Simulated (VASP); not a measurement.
## Na: work function with PBE

The system is Na, a slab with vacuum.

```
Na
1.0
     3.76700    0.00000    0.00000
    -1.88350    3.26232    0.00000
     0.00000    0.00000   21.15400
Na
3
Cartesian
  0.0000 2.1749 7.5000
  1.8835 1.0874 10.5770
  0.0000 2.1749 13.6540
```

The slab is cut from a database's or a generator's crystal, which needn't be the stable form of the element.

* Program: VASP 6.6.1
* Task: work function
* Functional: PBE
* Potentials or basis: VASP PAW PBE potentials, release 64 (Na_pv)
* Cutoff: 520 eV
* k mesh: 8 × 8 × 1
* Occupations: fermi-dirac, width 0.05 eV
* Spin: no spin polarisation
* Dipole correction: yes
* Further INCAR settings: ALGO = Normal; EDIFF = 1e-07; EFIELD = 0

```json
{
  "Largest force": "0.041 eV/Å",
  "Band gap on the k mesh": "none (metal or under the smearing width)",
  "Work function of the upper face": "2.95 eV",
  "Work function of the lower face": "2.95 eV"
}
```

Forces on the atoms (eV/Å):
```
Na   0.000  0.000  0.041
Na   0.000  0.000  0.000
Na   0.000  0.000 -0.041
```

Levels at points of the mesh, in eV from the Fermi level:
| k point | band 9 | band 10 | band 11 | band 12 | band 13 | band 14 |
| --- | --- | --- | --- | --- | --- | --- |
| (0.00, 0.00, 0.00) | -24.86 | -2.88 | -2.05 | -0.70 | 0.69 | 2.09 |
| (0.50, 0.00, 0.00) | -24.86 | 0.57 | 0.70 | 1.23 | 1.71 | 2.71 |

Wall time 21 s on 1 thread of Intel(R) Xeon(R) 6975P-C (Granite Rapids), with other jobs on the host, peak memory 0.34 GiB.
